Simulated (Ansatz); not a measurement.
A trial cell of P, before relaxation:

```cif
data_structure
_symmetry_space_group_name_H-M 'P 1'
_symmetry_Int_Tables_number 1
_cell_length_a 5.9266
_cell_length_b 5.3846
_cell_length_c 6.4624
_cell_angle_alpha 90.000
_cell_angle_beta 90.000
_cell_angle_gamma 90.000
_cell_volume 206.23
loop_
_atom_site_label
_atom_site_type_symbol
_atom_site_fract_x
_atom_site_fract_y
_atom_site_fract_z
_atom_site_occupancy
P1 P 0.33256 0.00000 0.00000 1
P2 P 0.16744 0.00000 0.50000 1
P3 P 0.66744 0.00000 0.00000 1
P4 P 0.83256 0.00000 0.50000 1
P5 P 0.67854 0.64249 0.10590 1
P6 P 0.82146 0.35751 0.60590 1
P7 P 0.82146 0.64249 0.39410 1
P8 P 0.67854 0.35751 0.89410 1
P9 P 0.32146 0.35751 0.89410 1
P10 P 0.17854 0.64249 0.39410 1
P11 P 0.17854 0.35751 0.60590 1
P12 P 0.32146 0.64249 0.10590 1
```

These are results of DFT PBE, scalar-relativistic, plane waves, PAW (Ansatz), not measurements. Cutoff 420 eV, Gaussian smearing, Γ-centred meshes. Cell and atoms relax first on a coarse mesh and then on a finer one. In between, the cell is made exact in the group found at 0.06 Å. In metals the finer mesh still leaves noise of several meV/atom or more. The steps can't lower the symmetry of their start. No spin polarisation.

A guess keeps its type if space group and coordination stay and the shape of the cell changes little (axis ratios within about 15 %, angles within 6°); the volume may change.

Problem. Will the relaxed cell still be of the starting type?

Solution. It doesn't keep its type. The symmetry goes from Pmna (No. 53) to Cmmm (No. 65), and the primitive cell from 12 to 6 atoms. The volume per atom shrinks by 14.2 %, from 17.2 to 14.7 Å³. The shortest distance goes from 1.98 Å (P–P) to 2.31 Å (P–P). Counting neighbours within 15 % of an atom's shortest distance, the start has P 3/4 and the end P 6. In detail, at the end around P on a site of symmetry m2m lie 6 P at 2.31–2.60 Å; around P on a site of symmetry m lie 6 P at 2.37–2.54 Å.

Space group Cmmm (No. 65). a = 4.866 Å, b = 4.909 Å, c = 7.406 Å, α = 90.00°, β = 90.00°, γ = 90.00°
```json
{"atom": "P", "site": "4i", "symmetry": "m2m", "x": "0.5000", "y": "0.7649", "z": "0.0000"}
{"atom": "P", "site": "8n", "symmetry": "m..", "x": "0.5000", "y": "0.2591", "z": "0.6665"}
```

The last run used a 10×10×6 mesh (in the run's order of axes) for its 6-atom cell and Gaussian smearing of 0.10 eV. A structure relaxed within its symmetry needn't be a true minimum.

In counts of neighbours, a slash parts the counts of unlike sites.
